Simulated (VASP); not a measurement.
# Te2Mo (R3m) in VASP: settings compared

Aim: see how the results for Te2Mo move with the level of theory and the settings. Levels: PBE, r2SCAN. Tasks: single point.

Everything below comes from runs of VASP 6.6.1. Logs are shortened: lines on timing, memory, paths and dates and some standing lists are left out, and cuts for length are marked.

### Step 1. The cell of the first run

The structure is trigonal, space group R3m (No. 160). Conventional cell: a = 3.547 Å, b = 3.547 Å, c = 20.863 Å, α = 90.00°, β = 90.00°, γ = 120.00°. Mo (site symmetry 3m) has 6 Te at 2.72 Å as nearest neighbours. Around Te (site symmetry 3m) lie 3 Mo at 2.72 Å. Around Te (site symmetry 3m) lie 3 Mo at 2.72 Å.

The cell was built by a generator and needn't be a form met in nature.

### Step 2. Single point, PBE (uniaxial_z strain -2.1%)

INCAR reads:

```
PREC = Accurate
ENCUT = 520
EDIFF = 1E-6
ISMEAR = -1
SIGMA = 0.02
LREAL = F
LASPH = T
NELM = 100
ALGO = Normal
ISIF = 2
LWAVE = F
LCHARG = F
GGA = PE
NBANDS = 20
```

KPOINTS reads:

```
regular mesh
0
Gamma
  8 8 8
```

POSCAR reads:

```
Te2Mo
1.0
    1.7734078943      1.0238775251      6.9542394110
   -1.7734078943      1.0238775251      6.9542394110
    0.0000000000     -2.0477550503      6.9542394110
Mo Te
1 2
Direct
   -0.0000474376     -0.0000474376     -0.0000474376
    0.4190447158      0.4190447158      0.4190447158
    0.2476693884      0.2476693884      0.2476693884
```

Potentials or basis: VASP PAW PBE potentials, release 64 (Mo_sv, Te).

The run is started by

```bash
> cat potpaw_PBE.64/Mo_sv/POTCAR potpaw_PBE.64/Te/POTCAR > POTCAR
> mpirun -np 1 vasp_std > vasp.out
```

OUTCAR:

```text
PREC = Accurate
   ENCUT = 520
   EDIFF = 1E-6
   ISMEAR = -1
   LREAL = F
   LASPH = T
   NELM = 100
   ISIF = 2
   GGA = PE

 ion  position               nearest neighbor table
   1  1.000  1.000  1.000-   3 2.72   3 2.72   3 2.72   2 2.72   2 2.72   2 2.72
   2  0.419  0.419  0.419-   1 2.72   1 2.72   1 2.72   3 3.58
   3  0.248  0.248  0.248-   1 2.72   1 2.72   1 2.72   2 3.58

  LATTYP: Found a trigonal (rhomboedric) cell.
 ALAT       =     7.2494652583
 COS(alpha) =     0.8803162124

  Lattice vectors:

 A1 = (   1.7734078943,   1.0238775251,   6.9542394110)
 A2 = (  -1.7734078943,   1.0238775251,   6.9542394110)
 A3 = (   0.0000000000,  -2.0477550503,   6.9542394110)

Analysis of symmetry for initial positions (statically):
=====================================================================
 Subroutine PRICEL returns:
 Original cell was already a primitive cell.

 Routine SETGRP: Setting up the symmetry group for a
 trigonal (rhombohedral) supercell.

 Subroutine GETGRP returns: Found  6 space group operations
 (whereof  6 operations were pure point group operations)
 out of a pool of 12 trial point group operations.

The static configuration has the point symmetry C_3v.

Analysis of symmetry for dynamics (positions and initial velocities):
=====================================================================
 Subroutine PRICEL returns:
 Original cell was already a primitive cell.

 Routine SETGRP: Setting up the symmetry group for a
 trigonal (rhombohedral) supercell.

 Subroutine GETGRP returns: Found  6 space group operations
 (whereof  6 operations were pure point group operations)
 out of a pool of 12 trial point group operations.

The dynamic configuration has the point symmetry C_3v.

 Subroutine INISYM returns: Found  6 space group operations
 (whereof  6 operations are pure point group operations),
 and found     1 'primitive' translations

----------------------------------------------------------------------------------------

                                     Primitive cell

  volume of cell :      75.7631

  direct lattice vectors                    reciprocal lattice vectors
     1.773407894  1.023877525  6.954239411     0.281943033  0.162779886  0.047932393
    -1.773407894  1.023877525  6.954239411    -0.281943033  0.162779886  0.047932393
     0.000000000 -2.047755050  6.954239411     0.000000000 -0.325559772  0.047932393

  length of vectors
     7.249465258  7.249465258  7.249465258     0.329069414  0.329069414  0.329069414

  position of ions in fractional coordinates (direct lattice)
     0.999952562  0.999952562  0.999952562
     0.419044716  0.419044716  0.419044716
     0.247669388  0.247669388  0.247669388

  ion indices of the primitive-cell ions
   primitive index   ion index
                 1           1
                 2           2
                 3           3

----------------------------------------------------------------------------------------

 KPOINTS: regular mesh

Automatic generation of k-mesh.
 Grid dimensions read from file:
 generate k-points for:    8    8    8

 Generating k-lattice:

  Cartesian coordinates                     Fractional coordinates (reciprocal lattice)
     0.035242879  0.020347486  0.005991549     0.125000000  0.000000000  0.000000000
    -0.035242879  0.020347486  0.005991549     0.000000000  0.125000000  0.000000000
     0.000000000 -0.040694971  0.005991549     0.000000000  0.000000000  0.125000000

  Length of vectors
     0.041133677  0.041133677  0.041133677

  Shift w.r.t. Gamma in fractional coordinates (k-lattice)
     0.000000000  0.000000000  0.000000000

 Subroutine IBZKPT returns following result:
 ===========================================

 Found     65 irreducible k-points:

 Following reciprocal coordinates:
            Coordinates               Weight
  0.000000  0.000000  0.000000      1.000000
  0.125000  0.000000  0.000000      6.000000
  0.250000  0.000000  0.000000      6.000000
  0.375000 -0.000000 -0.000000      6.000000
  0.500000  0.000000  0.000000      3.000000
  0.125000  0.125000  0.000000      6.000000
[... 16 lines left out ...]
  0.250000  0.125000  0.125000      6.000000
  0.375000  0.125000  0.125000      6.000000
 [... further k-points ...]
   k-points           NKPTS =     65   k-points in BZ     NKDIM =     65   number of bands    NBANDS=     20
   number of dos      NEDOS =    301   number of ions     NIONS =      3
   total plane-waves  NPLWV = 157464
   dimension x,y,z NGX =    54 NGY =   54 NGZ =   54
   dimension x,y,z NGXF=   108 NGYF=  108 NGZF=  108
   ions per type =               1   2
   NGX,Y,Z   is equivalent  to a cutoff of  12.38, 12.38, 12.38 a.u.
   NGXF,Y,Z  is equivalent  to a cutoff of  24.77, 24.77, 24.77 a.u.
 SYSTEM =  unknown system
   PREC   = accura    normal or accurate (medium, high low for compatibility)
   ISTART =      0    job   : 0-new  1-cont  2-samecut
   ICHARG =      2    charge: 1-file 2-atom 10-const
   ISPIN  =      1    spin polarized calculation?
   LNONCOLLINEAR =      F non collinear calculations
   LSORBIT =      F    spin-orbit coupling
   LASPH  =      T    aspherical Exc in radial PAW
   ENCUT  =  520.0 eV  38.22 Ry    6.18 a.u.  13.48 13.48 13.48*2*pi/ulx,y,z
   NELM   =    100;   NELMIN=  2; NELMDL= -5     # of ELM steps
   EDIFF  = 0.1E-05   stopping-criterion for ELM
   LREAL  =      F    real-space projection
   EDIFFG = 0.1E-04   stopping-criterion for IOM
   NSW    =      0    number of steps for IOM
   IBRION =     -1    ionic relax: 0-MD 1-quasi-New 2-CG
   NFREE  =      0    steps in history (QN), initial steepest desc. (CG)
   ISIF   =      2    stress and relaxation
   ISYM   =      2    0-nonsym 1-usesym 2-fastsym
   POTIM  = 0.5000    time-step for ionic-motion
   TEBEG  =    0.0;   TEEND  =   0.0 temperature during run
   PSTRESS=    0.0 pullay stress
   NELECT =      26.0000    total number of electrons
   NUPDOWN=      -1.0000    fix difference up-down
   EMIN   =  10.00;   EMAX   =-10.00  energy-range for DOS
   EFERMI =   0.00;   METHOD = LEGACY
   ISMEAR =    -1;   SIGMA  =   0.02  broadening in eV -4-tet -1-fermi 0-gaus
   EFERMI_NEDOS =   21; number of points for ismear=-14 and -15
   IALGO  =     38    algorithm
   IMIX   =      4    mixing-type and parameters
     AMIX     =   0.40;   BMIX     =  1.00
     AMIX_MAG =   1.60;   BMIX_MAG =  1.00
  volume/ion in A,a.u.               =      25.25       170.42
  Fermi-wavevector in a.u.,A,eV,Ry     =   1.146164  2.165936 17.873864  1.313692
  Thomas-Fermi vector in A             =   2.282849
   LORBIT       =      0    0 simple, 1 ext, 2 COOP (PROOUT), +10 PAW based schemes
   GGA     = PE    functional components
   LHFCALC =     F    Hartree Fock is set to
   AEXX    =    0.0000 exact exchange contribution
   IVDW    =     0    specifies the selected vdW correction
   LEPSILON=     F    determine dielectric tensor
   LRPA    =     F    only Hartree local field effects (RPA)
 non-spin polarized calculation
  energy-cutoff  :      520.00
  volume of cell :       75.76
 maximum number of plane-waves:      2077
 NGX is ok and might be reduce to    54
   NGX = 27   NGY = 27   NGZ = 27

 number of electron      25.9999998 magnetization

 Free energy of the ion-electron system (eV)
  ---------------------------------------------------
  ext. energy  EPLUGINS =         0.00000000
  ---------------------------------------------------
  free energy    TOTEN  =       -17.98831922 eV

  energy without entropy =      -17.98831922  energy(sigma->0) =      -17.98831922

 E-fermi :   8.4709     XC(G=0): -10.3788

 val. band max:        8.0988042933   @ k =   0.5000   0.5000   0.5000
 cond. band min:       8.9090026050   @ k =  -0.2500   0.1250  -0.0000
 fundamental gap:      0.8101983117
 Fermi energy:         8.4708797018

 k-point     1 :       0.0000    0.0000    0.0000
  band No.  band energies     occupation
      1     -52.8232      2.00000
      2     -26.9782      2.00000
      3     -26.8753      2.00000
      4     -26.8753      2.00000
      5      -4.9642      2.00000
      6      -3.5718      2.00000
[... 12 lines left out ...]
     19      15.1734      0.00000
     20      15.5226      0.00000

 k-point     2 :       0.1250    0.0000    0.0000
  band No.  band energies     occupation
      1     -52.8219      2.00000
      2     -26.9743      2.00000
      3     -26.8930      2.00000
      4     -26.8794      2.00000
      5      -4.7476      2.00000
      6      -3.4440      2.00000
[... 12 lines left out ...]
     19      15.3039      0.00000
     20      15.9607      0.00000

 k-point     3 :       0.2500    0.0000    0.0000
  band No.  band energies     occupation
      1     -52.8188      2.00000
      2     -26.9647      2.00000
      3     -26.9356      2.00000
      4     -26.8893      2.00000
      5      -4.1462      2.00000
      6      -3.0938      2.00000
[... 12 lines left out ...]
     19      14.7043      0.00000
     20      15.3574      0.00000

 k-point     4 :       0.3750   -0.0000   -0.0000
  band No.  band energies     occupation
      1     -52.8156      2.00000
      2     -26.9778      2.00000
      3     -26.9552      2.00000
      4     -26.8992      2.00000
      5      -3.3567      2.00000
      6      -2.6607      2.00000
[... 12 lines left out ...]
     19      13.7926      0.00000
     20      14.3201      0.00000

 k-point     5 :       0.5000    0.0000    0.0000
  band No.  band energies     occupation
      1     -52.8144      2.00000
      2     -26.9951      2.00000
      3     -26.9513      2.00000
      4     -26.9033      2.00000
      5      -2.9159      2.00000
      6      -2.4513      2.00000
[... 12 lines left out ...]
     19      13.3754      0.00000
     20      14.2520      0.00000
[... 353 lines left out ...]
      6      -2.6070      2.00000
[... 12 lines left out ...]
     19      13.7054      0.00000
     20      14.4969      0.00000

 k-point    22 :       0.1250    0.1250    0.1250
  band No.  band energies     occupation
      1     -52.8232      2.00000
      2     -26.9782      2.00000
      3     -26.8753      2.00000
      4     -26.8753      2.00000
      5      -4.9321      2.00000
      6      -3.6332      2.00000
[... 12 lines left out ...]
     19      15.3276      0.00000
     20      15.5913      0.00000

 k-point    23 :       0.2500    0.1250    0.1250
  band No.  band energies     occupation
      1     -52.8219      2.00000
      2     -26.9743      2.00000
      3     -26.8930      2.00000
      4     -26.8794      2.00000
      5      -4.6962      2.00000
      6      -3.5371      2.00000
[... 12 lines left out ...]
     19      15.4764      0.00000
     20      16.0186      0.00000

 k-point    24 :       0.3750    0.1250    0.1250
  band No.  band energies     occupation
      1     -52.8188      2.00000
      2     -26.9648      2.00000
      3     -26.9356      2.00000
      4     -26.8893      2.00000
      5      -4.0832      2.00000
      6      -3.1939      2.00000
[... 12 lines left out ...]
     19      14.8250      0.00000
     20      15.1978      0.00000

 [... further k-points ...]
[... 5 lines left out ...]
  --------------------------------------------------------------------------------------
  -------------------------------------------------------------------------------------
  Total        0.8770258      0.8770258      1.7540937      0.0000000     -0.0000000      0.0000000
  in kB       18.5466464     18.5466464     37.0941850      0.0000000     -0.0000000      0.0000000
  external PRESSURE =      24.7291593 kB  Pullay stress =       0.0000000 kB

 VOLUME and BASIS-vectors are now :
 -----------------------------------------------------------------------------
  energy-cutoff  :      520.00
  volume of cell :       75.76
      direct lattice vectors                 reciprocal lattice vectors
     1.773407894  1.023877525  6.954239411     0.281943033  0.162779886  0.047932393
    -1.773407894  1.023877525  6.954239411    -0.281943033  0.162779886  0.047932393
     0.000000000 -2.047755050  6.954239411     0.000000000 -0.325559772  0.047932393

 POSITION                                       TOTAL-FORCE (eV/Angst)
 -----------------------------------------------------------------------------------
      0.00000     -0.00000     20.86173         0.000000     -0.000000      0.001241
      0.00000     -0.00000      8.74241         0.000000     -0.000000      0.222995
      0.00000     -0.00000      5.16706         0.000000      0.000000     -0.224237
 -----------------------------------------------------------------------------------
    total drift:                                0.000000     -0.000000     -0.000167

  FREE ENERGIE OF THE ION-ELECTRON SYSTEM (eV)
  ---------------------------------------------------
  free  energy   TOTEN  =       -17.9883192169 eV

  energy  without entropy=      -17.9883192169  energy(sigma->0) =      -17.98831922
```

Wall time 7.7 min (1 thread of Intel Xeon Platinum 8375C at 2.90GHz (Ice Lake), shared host); peak memory 0.42 GiB.

Results:

```yaml
Free_energy: -17.9883 eV
Pressure: 2.5 GPa
Largest_force: 0.224 eV/Å
Band_gap_on_the_k_mesh: 0.81 eV, indirect (least direct gap 1.27 eV)
```

Forces on the atoms (eV/Å):
```
Mo   0.000  0.000  0.001
Te   0.000  0.000  0.223
Te   0.000  0.000 -0.224
```

Levels at points of the mesh, in eV from the valence-band top:
```csv
k point,band 11,band 12,band 13,band 14,band 15,band 16
"(0.00, 0.00, 0.00)",-1.20,-1.06,-0.29,2.69,2.69,3.21
"(0.50, 0.00, 0.00)",-1.59,-1.13,-0.50,1.16,1.38,3.01
"(0.50, 0.50, 0.00)",-2.24,-0.92,-0.78,1.10,1.54,2.70
"(0.50, 0.50, 0.50)",-1.18,-1.18,0.00,2.89,2.89,2.99
```

Caveat: spin-orbit coupling is left out, which moves the levels of the heavy elements.

### Step 3. Single point, r2SCAN (uniaxial_z strain -2.1%)

POSCAR is that of step 2.

INCAR.step1 reads:

```
ALGO = Normal ; EDIFF = 1E-4
ENCUT = 520 ; GGA = PE
ISMEAR = 0 ; LASPH = True
LCHARG = False ; LREAL = False
LWAVE = True ; NBANDS = 20
NELM = 60 ; PREC = Accurate
SIGMA = 0.01
```

INCAR.step2 reads:

```
ALGO = Normal ; EDIFF = 1E-7
ENCUT = 520 ; ISIF = 2
ISMEAR = 0 ; ISTART = 1
LASPH = True ; LCHARG = False
LMIXTAU = True ; LREAL = False
LWAVE = False ; METAGGA = R2SCAN
NBANDS = 20 ; NELM = 60
PREC = Accurate ; SIGMA = 0.01
```

KPOINTS reads:

```
k-points
0
Gamma
  8 8 8
```

Potentials or basis: VASP PAW PBE potentials, release 64 (Mo_sv, Te).

The run is started by

```bash
> cat potpaw_PBE.64/Mo_sv/POTCAR potpaw_PBE.64/Te/POTCAR > POTCAR
> cp INCAR.step1 INCAR
> mpirun -np 1 vasp_std > vasp.out
> cp INCAR.step2 INCAR
> mpirun -np 1 vasp_std > vasp.out
```

Run time: 32 min. Hardware: 1 thread of Intel Xeon Platinum 8375C at 2.90GHz (Ice Lake), shared host; peak memory 0.48 GiB.

It converged, with:

```
Free energy            : -77.7915 eV
Pressure               : 1.9 GPa
Largest force          : 0.009 eV/Å
Band gap on the k mesh : 0.92 eV, indirect (least direct gap 1.36 eV)
```

Forces on the atoms (eV/Å):
```
Mo   0.000  0.000  0.000
Te   0.000  0.000 -0.009
Te   0.000  0.000  0.009
```

Stress tensor (GPa, compression positive):
```
1.67 0.00 0.00
0.00 1.67 0.00
0.00 0.00 2.28
```

Levels at points of the mesh, in eV from the valence-band top:
```csv
k point,band 9,band 10,band 11,band 12,band 13,band 14,band 15,band 16,band 17,band 18
"(0.00, 0.00, 0.00)",-2.11,-1.31,-1.31,-1.09,-0.39,2.80,2.80,3.34,3.34,6.14
"(0.50, 0.00, 0.00)",-4.05,-2.85,-1.72,-1.17,-0.61,1.25,1.50,3.25,3.26,4.33
"(0.50, 0.50, 0.00)",-3.62,-2.74,-2.40,-0.97,-0.90,1.18,1.66,2.95,3.90,4.69
"(0.50, 0.50, 0.50)",-2.13,-2.13,-1.28,-1.28,0.00,3.00,3.00,3.11,3.11,6.46
```

Caveat: the PAW data sets were made with another functional, which shifts forces and pressure a little; spin-orbit coupling is left out, which moves the levels of the heavy elements. A k mesh can miss the band edges.
